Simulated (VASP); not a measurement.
# Ge (P4_32_12) in VASP: notebook

Runs on Ge. Level: PBEsol. Tasks: equation of state.

Program: VASP 6.6.1. These are calculated values, not measurements. Logs are shortened: lines on timing, memory, paths and dates and some standing lists are left out, and cuts for length are marked.

**1. The structure**

The structure is tetragonal, space group P4_32_12 (No. 96). The conventional cell has a = 5.923 Å, b = 5.923 Å, c = 6.997 Å, α = 90.00°, β = 90.00°, γ = 90.00°. Around Ge (site symmetry 1) lie 4 Ge at 2.49 to 2.51 Å. Ge (site symmetry 2) is surrounded by 4 Ge at 2.49 Å.

This isn't the form of Ge at room conditions, which is diamond.

**2. Equation of state, PBEsol, 19.64 Å³/atom (a relaxed cell with its volume scaled by 0.96)**

INCAR

```
SYSTEM = Ge
PREC = Accurate
ENCUT = 520
EDIFF = 1E-6
ISMEAR = 0
SIGMA = 0.02
LREAL = .FALSE.
LASPH = .TRUE.
NELM = 80
ALGO = Normal
ISIF = 2
LWAVE = .FALSE.
LCHARG = .FALSE.
GGA = PS
KPAR = 4
```

KPOINTS

```
Automatic mesh
0
G
  4 4 4
  0 0 0
```

POSCAR

```
Ge                                      
1.0
    5.8428703937     -0.0000000000      0.0000000000
    0.0000000000      5.8428703937      0.0000000000
   -0.0000000000     -0.0000000000      6.9027469190
  Ge            
    12
Direct
     0.3691703998721399    0.1707408942661209    0.7453201616500076
     0.3292591057338793    0.8691703998721398    0.4953201616500078
     0.6308296001278602    0.8292591057338792    0.2453201616500079
     0.6707408942661208    0.1308296001278601    0.9953201616500076
     0.8691703998721398    0.3292591057338793    0.5046798383499924
     0.8292591057338792    0.6308296001278602    0.7546798383499924
     0.1308296001278601    0.6707408942661208    0.0046798383499922
     0.1707408942661209    0.3691703998721399    0.2546798383499923
     0.5884462816468721    0.4115537183531279    0.2500000000000000
     0.9115537183531279    0.9115537183531279    0.5000000000000000
     0.4115537183531279    0.5884462816468721    0.7500000000000000
     0.0884462816468722    0.0884462816468722    0.0000000000000000
```

Potentials or basis: VASP PAW PBE potentials, release 64 (Ge_d).

Run with:

```console
cat potpaw_PBE.64/Ge_d/POTCAR > POTCAR
mpirun -np 4 vasp_std > vasp.out
```

OUTCAR:

```text
SYSTEM = Ge
   PREC = Accurate
   ENCUT = 520
   EDIFF = 1E-6
   ISMEAR = 0
   LREAL = .FALSE.
   LASPH = .TRUE.
   NELM = 80
   ISIF = 2
   GGA = PS

 ion  position               nearest neighbor table
   1  0.369  0.171  0.745-  12 2.45  11 2.45   2 2.48   4 2.48
   2  0.329  0.869  0.495-  11 2.45  10 2.45   1 2.48   3 2.48
   3  0.631  0.829  0.245-  10 2.45   9 2.45   2 2.48   4 2.48
   4  0.671  0.131  0.995-   9 2.45  12 2.45   1 2.48   3 2.48
   5  0.869  0.329  0.505-   9 2.45  10 2.45   6 2.48   8 2.48
   6  0.829  0.631  0.755-  10 2.45  11 2.45   5 2.48   7 2.48
   7  0.131  0.671  0.005-  11 2.45  12 2.45   6 2.48   8 2.48
   8  0.171  0.369  0.255-  12 2.45   9 2.45   5 2.48   7 2.48
   9  0.588  0.412  0.250-   4 2.45   5 2.45   3 2.45   8 2.45
  10  0.912  0.912  0.500-   3 2.45   6 2.45   5 2.45   2 2.45
  11  0.412  0.588  0.750-   2 2.45   7 2.45   6 2.45   1 2.45
  12  0.088  0.088  0.000-   1 2.45   8 2.45   7 2.45   4 2.45

  LATTYP: Found a simple tetragonal cell.
 ALAT       =     5.8428703937
 C/A-ratio  =     1.1813965489

  Lattice vectors:

 A1 = (   5.8428703937,   0.0000000000,   0.0000000000)
 A2 = (   0.0000000000,   5.8428703937,   0.0000000000)
 A3 = (   0.0000000000,   0.0000000000,   6.9027469190)

Analysis of symmetry for initial positions (statically):
=====================================================================
 Subroutine PRICEL returns:
 Original cell was already a primitive cell.

 Routine SETGRP: Setting up the symmetry group for a
 simple tetragonal supercell.

 Subroutine GETGRP returns: Found  8 space group operations
 (whereof  2 operations were pure point group operations)
 out of a pool of 16 trial point group operations.

The static configuration has the point symmetry C_2 .
 The point group associated with its full space group is D_4 .

Analysis of symmetry for dynamics (positions and initial velocities):
=====================================================================
 Subroutine PRICEL returns:
 Original cell was already a primitive cell.

 Routine SETGRP: Setting up the symmetry group for a
 simple tetragonal supercell.

 Subroutine GETGRP returns: Found  8 space group operations
 (whereof  2 operations were pure point group operations)
 out of a pool of 16 trial point group operations.

The dynamic configuration has the point symmetry C_2 .
 The point group associated with its full space group is D_4 .

[... 123 lines left out ...]
   NUPDOWN=      -1.0000    fix difference up-down
   EMIN   =  10.00;   EMAX   =-10.00  energy-range for DOS
   EFERMI =   0.00;   METHOD = LEGACY
   ISMEAR =     0;   SIGMA  =   0.02  broadening in eV -4-tet -1-fermi 0-gaus
   EFERMI_NEDOS =   21; number of points for ismear=-14 and -15
   IALGO  =     38    algorithm
   IMIX   =      4    mixing-type and parameters
     AMIX     =   0.40;   BMIX     =  1.00
     AMIX_MAG =   1.60;   BMIX_MAG =  1.00
  volume/ion in A,a.u.               =      19.64       132.52
  Fermi-wavevector in a.u.,A,eV,Ry     =   1.462468  2.763664 29.100322  2.138813
  Thomas-Fermi vector in A             =   2.578678
   LORBIT       =      0    0 simple, 1 ext, 2 COOP (PROOUT), +10 PAW based schemes
   GGA     = PS    functional components
   LHFCALC =     F    Hartree Fock is set to
   AEXX    =    0.0000 exact exchange contribution
   IVDW    =     0    specifies the selected vdW correction
   LEPSILON=     F    determine dielectric tensor
   LRPA    =     F    only Hartree local field effects (RPA)
 non-spin polarized calculation
 Gauss-broadening in eV      SIGMA  =   0.02
  energy-cutoff  :      520.00
  volume of cell :      235.65
 maximum number of plane-waves:      6372
 NGX is ok and might be reduce to    48
   NGX = 21   NGY = 21   NGZ = 25

 number of electron     167.9999887 magnetization

 Free energy of the ion-electron system (eV)
  ---------------------------------------------------
  ext. energy  EPLUGINS =         0.00000000
  ---------------------------------------------------
  free energy    TOTEN  =       -57.85909161 eV

  energy without entropy =      -57.85909161  energy(sigma->0) =      -57.85909161

 E-fermi :   5.6981     XC(G=0): -11.0194

 val. band max:        5.5147817588   @ k =   0.5000   0.0000   0.0000
 cond. band min:       6.4140840482   @ k =   0.0000   0.0000   0.5000
 fundamental gap:      0.8993022894
 Fermi energy:         5.6981111380

 k-point     1 :       0.0000    0.0000    0.0000
  band No.  band energies     occupation
      1     -18.7235      2.00000
      2     -18.6923      2.00000
      3     -18.6923      2.00000
      4     -18.6700      2.00000
      5     -18.6700      2.00000
      6     -18.6684      2.00000
[... 1771 lines left out ...]
     95       9.9049      0.00000
     96       9.9049      0.00000
 [bands above 96 left out]

------------------------ aborting loop because EDIFF is reached ----------------------------------------

  FORCE on cell =-STRESS in cart. coord.  units (eV):
  Direction    XX          YY          ZZ          XY          YZ          ZX
  --------------------------------------------------------------------------------------
  -------------------------------------------------------------------------------------
  Total        4.9266342      4.9266342      4.7229619      0.0000000     -0.0000000      0.0000000
  in kB       33.4954984     33.4954984     32.1107589      0.0000000     -0.0000000      0.0000000
  external PRESSURE =      33.0339186 kB  Pullay stress =       0.0000000 kB

 VOLUME and BASIS-vectors are now :
 -----------------------------------------------------------------------------
  energy-cutoff  :      520.00
  volume of cell :      235.65
      direct lattice vectors                 reciprocal lattice vectors
     5.842870394  0.000000000  0.000000000     0.171148756  0.000000000  0.000000000
     0.000000000  5.842870394  0.000000000     0.000000000  0.171148756  0.000000000
     0.000000000  0.000000000  6.902746919     0.000000000  0.000000000  0.144869863

 POSITION                                       TOTAL-FORCE (eV/Angst)
 -----------------------------------------------------------------------------------
      2.15701      0.99762      5.14476         0.016573      0.001735     -0.112877
      1.92382      5.07845      3.41907        -0.001735      0.016573     -0.112877
      3.68586      4.84525      1.69338        -0.016573     -0.001735     -0.112877
      3.91905      0.76442      6.87044         0.001735     -0.016573     -0.112877
      5.07845      1.92382      3.48368         0.016573     -0.001735      0.112877
      4.84525      3.68586      5.20936        -0.001735     -0.016573      0.112877
      0.76442      3.91905      0.03230        -0.016573      0.001735      0.112877
      0.99762      2.15701      1.75799         0.001735      0.016573      0.112877
      3.43822      2.40466      1.72569        -0.016207      0.016207      0.000000
      5.32609      5.32609      3.45137         0.016207      0.016207      0.000000
      2.40466      3.43822      5.17706         0.016207     -0.016207      0.000000
      0.51678      0.51678      0.00000        -0.016207     -0.016207      0.000000
 -----------------------------------------------------------------------------------
    total drift:                                0.000000     -0.000000      0.000000

  FREE ENERGIE OF THE ION-ELECTRON SYSTEM (eV)
  ---------------------------------------------------
  free  energy   TOTEN  =       -57.8590916065 eV

  energy  without entropy=      -57.8590916065  energy(sigma->0) =      -57.85909161
```

stdout:

```text
POSCAR found type information on POSCAR Ge
 POSCAR found :  1 types and      12 ions
 scaLAPACK will be used
 -----------------------------------------------------------------------------
|                                                                             |
|                                                                             |
|     You enforced a specific xc type in the INCAR file but a different       |
|     I HOPE YOU KNOW WHAT YOU ARE DOING!                                     |
|                                                                             |
 -----------------------------------------------------------------------------

 LDA part: xc-table for (Slater+PW92), standard interpolation
 POSCAR, INCAR and KPOINTS ok, starting setup
 FFT: planning ... GRIDC
 FFT: planning ... GRID_SOFT
 FFT: planning ... GRID
 WAVECAR not read
 entering main loop
```

Wall time 70 s (4 MPI ranks of Intel Xeon 6975P-C (Granite Rapids), shared host); peak memory 0.5 GiB.

Results:

| Property | Result |
| --- | --- |
| Free energy | -57.8591 eV |
| Pressure | 3.3 GPa |
| Largest force | 0.114 eV/Å |
| Band gap on the k mesh | 0.90 eV, indirect (least direct gap 1.32 eV) |

Caveat: the PAW data sets were made with another functional, which shifts forces and pressure a little.

**3. Equation of state, PBEsol, 20.05 Å³/atom (a relaxed cell with its volume scaled by 0.98)**

INCAR is that of step 2.

KPOINTS is that of step 2.

POSCAR, as its differences from that of step 2:

```diff
@@ -2,5 +2,5 @@
 1.0
-    5.8428703937     -0.0000000000      0.0000000000
-    0.0000000000      5.8428703937      0.0000000000
-   -0.0000000000     -0.0000000000      6.9027469190
+    5.8831673250     -0.0000000000      0.0000000000
+    0.0000000000      5.8831673250      0.0000000000
+   -0.0000000000     -0.0000000000      6.9503535746
   Ge
```

Potentials or basis: VASP PAW PBE potentials, release 64 (Ge_d).

Run with:

```console
cat potpaw_PBE.64/Ge_d/POTCAR > POTCAR
mpirun -np 4 vasp_std > vasp.out
```

It took 69 s on 4 MPI ranks of Intel Xeon 6975P-C (Granite Rapids), shared host; peak memory 0.52 GiB.

Results (log left out):

```
Free energy            : -57.9330 eV
Pressure               : 1.6 GPa
Largest force          : 0.054 eV/Å
Band gap on the k mesh : 0.88 eV, indirect (least direct gap 1.27 eV)
```

Caveat: the PAW data sets were made with another functional, which shifts forces and pressure a little.

**4. Equation of state, PBEsol, 20.46 Å³/atom**

INCAR is that of step 3.

KPOINTS is that of step 3.

POSCAR, as its differences from that of step 3:

```diff
@@ -2,5 +2,5 @@
 1.0
-    5.8831673250     -0.0000000000      0.0000000000
-    0.0000000000      5.8831673250      0.0000000000
-   -0.0000000000     -0.0000000000      6.9503535746
+    5.9229196614     -0.0000000000      0.0000000000
+    0.0000000000      5.9229196614      0.0000000000
+   -0.0000000000     -0.0000000000      6.9973168477
   Ge
```

Run with:

```console
cat potpaw_PBE.64/Ge_d/POTCAR > POTCAR
mpirun -np 4 vasp_std > vasp.out
```

Wall time 72 s (4 MPI ranks of Intel Xeon 6975P-C (Granite Rapids), shared host); peak memory 0.52 GiB.

It converged, with:

- Free energy: -57.9560 eV
- Pressure: 0.0 GPa
- Largest force: 0.004 eV/Å
- Band gap on the k mesh: 0.82 eV, indirect (least direct gap 1.22 eV)

Caveat: the PAW data sets were made with another functional, which shifts forces and pressure a little.

**5. Equation of state, PBEsol, 20.87 Å³/atom (a relaxed cell with its volume scaled by 1.02)**

INCAR is that of step 4.

KPOINTS is that of step 4.

POSCAR, as its differences from that of step 4:

```diff
@@ -2,5 +2,5 @@
 1.0
-    5.9229196614     -0.0000000000      0.0000000000
-    0.0000000000      5.9229196614      0.0000000000
-   -0.0000000000     -0.0000000000      6.9973168477
+    5.9621454381     -0.0000000000      0.0000000000
+    0.0000000000      5.9621454381      0.0000000000
+   -0.0000000000     -0.0000000000      7.0436580448
   Ge
```

Run with:

```console
cat potpaw_PBE.64/Ge_d/POTCAR > POTCAR
mpirun -np 4 vasp_std > vasp.out
```

It took 72 s on 4 MPI ranks of Intel Xeon 6975P-C (Granite Rapids), shared host; peak memory 0.52 GiB.

It converged, with:

```yaml
Free_energy: -57.9339 eV
Pressure: -1.4 GPa
Largest_force: 0.051 eV/Å
Band_gap_on_the_k_mesh: 0.76 eV, indirect (least direct gap 1.17 eV)
```

Caveat: the PAW data sets were made with another functional, which shifts forces and pressure a little.

**6. Equation of state, PBEsol, 21.27 Å³/atom (a relaxed cell with its volume scaled by 1.04)**

INCAR is that of step 5.

KPOINTS is that of step 5.

POSCAR, as its differences from that of step 5:

```diff
@@ -2,5 +2,5 @@
 1.0
-    5.9621454381     -0.0000000000      0.0000000000
-    0.0000000000      5.9621454381      0.0000000000
-   -0.0000000000     -0.0000000000      7.0436580448
+    6.0008617530     -0.0000000000      0.0000000000
+    0.0000000000      6.0008617530      0.0000000000
+   -0.0000000000     -0.0000000000      7.0893973657
   Ge
```

Potentials or basis: VASP PAW PBE potentials, release 64 (Ge_d).

Run with:

```console
cat potpaw_PBE.64/Ge_d/POTCAR > POTCAR
mpirun -np 4 vasp_std > vasp.out
```

It took 76 s on 4 MPI ranks of Intel Xeon 6975P-C (Granite Rapids), shared host; peak memory 0.51 GiB.

The run converged. Its results:

```yaml
Free_energy: -57.8715 eV
Pressure: -2.7 GPa
Largest_force: 0.096 eV/Å
Band_gap_on_the_k_mesh: 0.70 eV, indirect (least direct gap 1.09 eV)
```

Caveat: the PAW data sets were made with another functional, which shifts forces and pressure a little.

**7. Equation of state, PBEsol**

No new run: the results of the series are fitted here.

Results:

| Quantity | Value |
| --- | --- |
| Equilibrium volume | 20.45 Å³/atom |
| Bulk modulus at fixed shape and positions | 74 GPa |
| Pressure derivative of the bulk modulus | 4.8 (rough: it moves with the points fitted) |

Energy against volume, from the lowest point:
```tsv
volume (Å³/atom)	energy (meV/atom)
19.638	8.08
20.047	1.92
20.456	0.00
20.865	1.84
21.274	7.04
```

Caveat: the cell was scaled at fixed shape and fractional positions, which overstates the stiffness of a crystal with free parameters, most of all of layers and chains; the PAW data sets were made with another functional, which shifts forces and pressure a little.

**8. For comparison**

An earlier run on the cell as given: functional PBEsol; potentials or basis VASP PAW PBE potentials, release 64 (Ge_d); cutoff 520 eV; k mesh 5 × 5 × 4; occupations fermi-dirac, width 0.05 eV; no spin polarisation.

* Pressure: 0.5 GPa
* Largest force: 0.849 eV/Å
* Band gap on the k mesh: 0.67 eV, direct
